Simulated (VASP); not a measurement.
# GaP in VASP: how settings move the PBE single point, part 2 of 2

VASP 6.6.1, plane waves, PAW; reference level PBE. Earlier steps stand in the parts before.

### 6 Altered input 4

INCAR reads:

```
ENCUT = 520.000000
SIGMA = 0.020000
PREC = Accurate
IBRION = -1
ISIF = 2
ISMEAR = -1
NSW = 0
LASPH = .TRUE.
LCHARG = .FALSE.
LWAVE = .FALSE.
LREAL = .FALSE.
EDIFF = 1e-05
NBANDS = 11
GGA = AM
NELM = 82
```

KPOINTS reads:

```
KPOINTS created by Atomic Simulation Environment
0
Gamma
8 8 8
0 0 0
```

POSCAR reads:

```
Ga P
 1.0000000000000000
     0.0000000000000000    2.7662802841000000    2.6908860909999999
     2.7662802841000000    0.0000000000000000    2.6908860909999999
     2.7662802841000000    2.7662802841000000    0.0000000000000000
 Ga  P
   1   1
Cartesian
  0.0000000000000000  0.0000000000000000  0.0000000000000000
  1.3831401420500000  1.3831401420500000  1.3454430454999999
```

The run is started by

```bash
> mpirun -np 1 vasp_std
```

Printed to the terminal (iteration lines stand in OSZICAR):

```text
POSCAR found type information on POSCAR GaP
 POSCAR found :  2 types and       2 ions
 -----------------------------------------------------------------------------
|                                                                             |
|                                                                             |
|     You enforced a specific xc type in the INCAR file but a different       |
|     I HOPE YOU KNOW WHAT YOU ARE DOING!                                     |
|                                                                             |
 -----------------------------------------------------------------------------

 LDA part: xc-table for (Slater+PW92), standard interpolation
 POSCAR, INCAR and KPOINTS ok, starting setup
 FFT: planning ... GRIDC
 FFT: planning ... GRID_SOFT
 FFT: planning ... GRID
 WAVECAR not read
 entering main loop
```

OSZICAR:

```text
N       E                     dE             d eps       ncg     rms          rms(c)
DAV:   1     0.763587581071E+02    0.76359E+02   -0.96431E+03  1322   0.231E+03
DAV:   2    -0.314765716670E+01   -0.79506E+02   -0.77807E+02  1363   0.336E+02
DAV:   3    -0.951553166619E+01   -0.63679E+01   -0.62409E+01  1500   0.819E+01
DAV:   4    -0.969675407776E+01   -0.18122E+00   -0.18092E+00  1662   0.137E+01
DAV:   5    -0.970141859756E+01   -0.46645E-02   -0.46634E-02  1617   0.176E+00    0.422E+00
DAV:   6    -0.947483937715E+01    0.22658E+00   -0.49593E-01  2077   0.153E+01    0.272E+00
DAV:   7    -0.944366401616E+01    0.31175E-01   -0.11168E-01  1562   0.300E+00    0.969E-01
DAV:   8    -0.944344899708E+01    0.21502E-03   -0.15030E-02  1532   0.199E+00    0.155E-01
DAV:   9    -0.944406260338E+01   -0.61361E-03   -0.14823E-03  1588   0.666E-01    0.811E-02
DAV:  10    -0.944415692983E+01   -0.94326E-04   -0.12956E-04  1491   0.141E-01    0.373E-02
DAV:  11    -0.944425663491E+01   -0.99705E-04   -0.18144E-04  1400   0.132E-01    0.648E-03
DAV:  12    -0.944425630308E+01    0.33183E-06   -0.31056E-06  1096   0.278E-02
   1 F= -.94442563E+01 E0= -.94442563E+01  d E =-.198961E-10
```

Parts of OUTCAR:

```text
k-points           NKPTS =     59   k-points in BZ     NKDIM =     59   number of bands    NBANDS=     11

   NELECT =      18.0000    total number of electrons

   dimension x,y,z NGX =    30 NGY =   30 NGZ =   30
   dimension x,y,z NGXF=    60 NGYF=   60 NGZF=   60

  energy-cutoff  :      520.00
  volume of cell :       41.18
      direct lattice vectors                 reciprocal lattice vectors
     0.000000000  2.766280284  2.690886091    -0.180748134  0.180748134  0.185812399
     2.766280284  0.000000000  2.690886091     0.180748134 -0.180748134  0.185812399
     2.766280284  2.766280284  0.000000000     0.180748134  0.180748134 -0.185812399

 k-points in reciprocal lattice and weights: KPOINTS created by Atomic Simulation Env
   0.00000000  0.00000000  0.00000000       0.002
   0.12500000  0.00000000  0.00000000       0.016
   0.25000000  0.00000000  0.00000000       0.016
   0.37500000  0.00000000  0.00000000       0.016
   0.50000000  0.00000000  0.00000000       0.008
   0.12500000  0.12500000  0.00000000       0.004
   0.25000000  0.12500000  0.00000000       0.016
   0.37500000  0.12500000  0.00000000       0.016
[... 51 more k-points ...]

 E-fermi :   4.9038

 k-point     1 :       0.0000    0.0000    0.0000
  band No.  band energies     occupation
      1     -10.1117      2.00000
      2     -10.1117      2.00000
      3     -10.1034      2.00000
      4     -10.0177      2.00000
      5     -10.0131      2.00000
      6      -7.9171      2.00000
      7       4.3939      2.00000
      8       4.3939      2.00000
      9       4.5411      2.00000
     10       6.1277      0.00000
     11       8.2558      0.00000

 k-point     2 :       0.1250    0.0000    0.0000
  band No.  band energies     occupation
      1     -10.1217      2.00000
      2     -10.1072      2.00000
      3     -10.1013      2.00000
      4     -10.0180      2.00000
      5     -10.0128      2.00000
      6      -7.7188      2.00000
      7       2.8101      2.00000
      8       4.1560      2.00000
      9       4.2792      2.00000
     10       6.7836      0.00000
     11       8.6116      0.00000

 k-point     3 :       0.2500    0.0000    0.0000
  band No.  band energies     occupation
      1     -10.1485      2.00000
      2     -10.0976      2.00000
      3     -10.0924      2.00000
      4     -10.0174      2.00000
      5     -10.0109      2.00000
      6      -7.1561      2.00000
      7       0.5930      2.00000
      8       3.7067      2.00000
      9       3.8740      2.00000
     10       6.5079      0.00000
     11       9.1041      0.00000

 k-point     4 :       0.3750    0.0000    0.0000
  band No.  band energies     occupation
      1     -10.1734      2.00000
      2     -10.0903      2.00000
      3     -10.0854      2.00000
      4     -10.0145      2.00000
      5     -10.0065      2.00000
      6      -6.3712      2.00000
      7      -1.2703      2.00000
      8       3.3575      2.00000
      9       3.5623      2.00000
     10       6.1537      0.00000
     11       9.1378      0.00000

[... the tables of k-points 5 to 59 left out ...]

  Total       -0.6277713     -0.6277713     -0.1131368      0.0000000      0.0000000      0.0000000
  in kB      -24.4227399    -24.4227399     -4.4014593      0.0000000      0.0000000      0.0000000
  external PRESSURE =     -17.7489797 kB  Pullay stress =       0.0000000 kB

 POSITION                                       TOTAL-FORCE (eV/Angst)
 -----------------------------------------------------------------------------------
      0.00000      0.00000      0.00000        -0.000000     -0.000000     -0.000000
      1.38314      1.38314      1.34544         0.000000      0.000000      0.000000
 -----------------------------------------------------------------------------------
    total drift:                                0.000002      0.000002      0.000002

  FREE ENERGIE OF THE ION-ELECTRON SYSTEM (eV)
  ---------------------------------------------------
  free  energy   TOTEN  =        -9.4442563031 eV

  energy  without entropy=       -9.4442563031  energy(sigma->0) =       -9.44425630
```

Wall time 25 s (1 MPI rank of Intel Xeon Platinum 8488C, shared host); peak memory 0.18 GiB.

Changed: EDIFF = 1e-05, NBANDS = 11, GGA = AM, NELM = 82. The run ends normally. Its total energy is on another scale than the reference's; the pressure goes from 1.0 to -1.8 GPa, the gap on the mesh goes from 1.41 to 1.36 eV. The functional is now AM05, on datasets made with PBE.

### 7 Altered input 5

INCAR reads:

```
ENCUT = 520.000000
SIGMA = 0.020000
EDIFF = 1.00e-07
GGA = PE
PREC = Accurate
IBRION = -1
ISIF = 2
ISMEAR = -1
NBANDS = 16
NSW = 0
LASPH = .TRUE.
LCHARG = .FALSE.
LWAVE = .FALSE.
LREAL = .FALSE.
NELM = 90
```

KPOINTS reads:

```
KPOINTS created by Atomic Simulation Environment
0
Gamma
10 10 10
0 0 0
```

POSCAR reads:

```
Ga P
 1.0000000000000000
     0.0000000000000000    2.7662802841000000    2.6908860909999999
     2.7662802841000000    0.0000000000000000    2.6908860909999999
     2.7662802841000000    2.7662802841000000    0.0000000000000000
 Ga  P
   1   1
Cartesian
  0.0000000000000000  0.0000000000000000  0.0000000000000000
  1.3831401420500000  1.3831401420500000  1.3454430454999999
```

The run is started by

```bash
> mpirun -np 1 vasp_std
```

Printed to the terminal (iteration lines stand in OSZICAR):

```text
POSCAR found type information on POSCAR GaP
 POSCAR found :  2 types and       2 ions
 LDA part: xc-table for (Slater+PW92), standard interpolation
 POSCAR, INCAR and KPOINTS ok, starting setup
 FFT: planning ... GRIDC
 FFT: planning ... GRID_SOFT
 FFT: planning ... GRID
 WAVECAR not read
 entering main loop
```

OSZICAR:

```text
N       E                     dE             d eps       ncg     rms          rms(c)
DAV:   1     0.811140556245E+02    0.81114E+02   -0.89752E+03  3400   0.160E+03
DAV:   2    -0.295589509319E+01   -0.84070E+02   -0.79919E+02  3784   0.314E+02
DAV:   3    -0.927722761188E+01   -0.63213E+01   -0.62994E+01  4032   0.657E+01
DAV:   4    -0.938310390919E+01   -0.10588E+00   -0.10585E+00  4160   0.930E+00
DAV:   5    -0.938524233698E+01   -0.21384E-02   -0.21384E-02  4168   0.115E+00    0.417E+00
DAV:   6    -0.914610582716E+01    0.23914E+00   -0.37705E-01  5104   0.103E+01    0.275E+00
DAV:   7    -0.912036842005E+01    0.25737E-01   -0.91924E-02  4344   0.201E+00    0.110E+00
DAV:   8    -0.912066444049E+01   -0.29602E-03   -0.13016E-02  3856   0.137E+00    0.184E-01
DAV:   9    -0.912106542130E+01   -0.40098E-03   -0.12999E-03  4168   0.498E-01    0.813E-02
DAV:  10    -0.912113831480E+01   -0.72893E-04   -0.11085E-04  5056   0.111E-01    0.402E-02
DAV:  11    -0.912121002435E+01   -0.71710E-04   -0.98256E-05  3896   0.811E-02    0.503E-03
DAV:  12    -0.912120967767E+01    0.34667E-06   -0.27250E-06  4072   0.210E-02    0.292E-03
DAV:  13    -0.912120997562E+01   -0.29794E-06   -0.82302E-07  4232   0.752E-03    0.192E-03
DAV:  14    -0.912121000755E+01   -0.31932E-07   -0.27080E-08  3280   0.129E-03
   1 F= -.91212100E+01 E0= -.91212100E+01  d E =-.810347E-12
```

Parts of OUTCAR:

```text
k-points           NKPTS =    102   k-points in BZ     NKDIM =    102   number of bands    NBANDS=     16

   NELECT =      18.0000    total number of electrons

   dimension x,y,z NGX =    30 NGY =   30 NGZ =   30
   dimension x,y,z NGXF=    60 NGYF=   60 NGZF=   60

  energy-cutoff  :      520.00
  volume of cell :       41.18
      direct lattice vectors                 reciprocal lattice vectors
     0.000000000  2.766280284  2.690886091    -0.180748134  0.180748134  0.185812399
     2.766280284  0.000000000  2.690886091     0.180748134 -0.180748134  0.185812399
     2.766280284  2.766280284  0.000000000     0.180748134  0.180748134 -0.185812399

 k-points in reciprocal lattice and weights: KPOINTS created by Atomic Simulation Env
   0.00000000  0.00000000  0.00000000       0.001
   0.10000000 -0.00000000  0.00000000       0.008
   0.20000000 -0.00000000  0.00000000       0.008
   0.30000000  0.00000000  0.00000000       0.008
   0.40000000  0.00000000  0.00000000       0.008
   0.50000000  0.00000000  0.00000000       0.004
   0.10000000  0.10000000  0.00000000       0.002
   0.20000000  0.10000000  0.00000000       0.008
[... 94 more k-points ...]

 E-fermi :   4.9907

 k-point     1 :       0.0000    0.0000    0.0000
  band No.  band energies     occupation
      1     -10.0478      2.00000
      2     -10.0478      2.00000
      3     -10.0395      2.00000
      4      -9.9533      2.00000
      5      -9.9484      2.00000
      6      -7.8845      2.00000
      7       4.4287      2.00000
      8       4.4287      2.00000
      9       4.5747      2.00000
     10       6.1562      0.00000
     11       8.3361      0.00000
     12       8.3970      0.00000
     13       8.3970      0.00000
     14      13.2074      0.00000
     15      13.9976      0.00000
     16      14.4741      0.00000

 k-point     2 :       0.1000   -0.0000    0.0000
  band No.  band energies     occupation
      1     -10.0542      2.00000
      2     -10.0448      2.00000
      3     -10.0386      2.00000
      4      -9.9535      2.00000
      5      -9.9482      2.00000
      6      -7.7573      2.00000
      7       3.2874      2.00000
      8       4.2711      2.00000
      9       4.3866      2.00000
     10       6.7605      0.00000
     11       8.5522      0.00000
     12       8.6245      0.00000
     13       8.7127      0.00000
     14      13.5797      0.00000
     15      13.7862      0.00000
     16      14.0064      0.00000

 k-point     3 :       0.2000   -0.0000    0.0000
  band No.  band energies     occupation
      1     -10.0739      2.00000
      2     -10.0377      2.00000
      3     -10.0323      2.00000
      4      -9.9534      2.00000
      5      -9.9473      2.00000
      6      -7.3888      2.00000
      7       1.5079      2.00000
      8       3.9278      2.00000
      9       4.0756      2.00000
     10       6.7279      0.00000
     11       9.0475      0.00000
     12       9.0576      0.00000
     13       9.9568      0.00000
     14      13.2500      0.00000
     15      13.4599      0.00000
     16      14.5580      0.00000

[... the tables of k-points 4 to 102 left out ...]

  Total        0.0980851      0.0980851      0.5917751      0.0000000      0.0000000      0.0000000
  in kB        3.8158924      3.8158924     23.0223488      0.0000000      0.0000000      0.0000000
  external PRESSURE =      10.2180446 kB  Pullay stress =       0.0000000 kB

 POSITION                                       TOTAL-FORCE (eV/Angst)
 -----------------------------------------------------------------------------------
      0.00000      0.00000      0.00000        -0.000000     -0.000000     -0.000000
      1.38314      1.38314      1.34544         0.000000      0.000000      0.000000
 -----------------------------------------------------------------------------------
    total drift:                                0.000002      0.000002      0.000002

  FREE ENERGIE OF THE ION-ELECTRON SYSTEM (eV)
  ---------------------------------------------------
  free  energy   TOTEN  =        -9.1212100075 eV

  energy  without entropy=       -9.1212100075  energy(sigma->0) =       -9.12121001
```

Wall time 60 s (1 MPI rank of Intel Xeon Platinum 8488C, shared host); peak memory 0.21 GiB.

Changed: NELM = 90, mesh 10×10×10. VASP runs to the end. Against the reference the energy moves by -1.0 meV/atom; the gap on the mesh goes from 1.41 to 1.37 eV.

### 8 Comparison

The summary covers parts 1 to 2.

| run | changed | ending | energy change (meV/atom) | pressure (GPa) | gap on the mesh (eV; negative: overlap) | electronic steps | time | usable |
| --- | --- | --- | --- | --- | --- | --- | --- | --- |
| ref. | – | converged | 0 | 1.0 | 1.41 | 14 | 40 s | yes |
| 1 | IVDW = 12, NELM = 52 | converged | – | -1.6 | 1.41 | 14 | 43 s | yes |
| 2 | GGA = RP | converged | – | 3.0 | 1.49 | 15 | 44 s | yes |
| 3 | IVDW = 10 | converged | – | -3.0 | 1.41 | 14 | 40 s | yes |
| 4 | EDIFF = 1e-05, NBANDS = 11, GGA = AM, NELM = 82 | converged | – | -1.8 | 1.36 | 12 | 25 s | yes |
| 5 | NELM = 90, mesh 10×10×10 | converged | -1.0 | 1.0 | 1.37 | 14 | 60 s | yes |

**Reading.** Of 5 altered inputs, 5 gave usable results. «NELM = 90, mesh 10×10×10» moves the energy by -1.0 meV/atom.
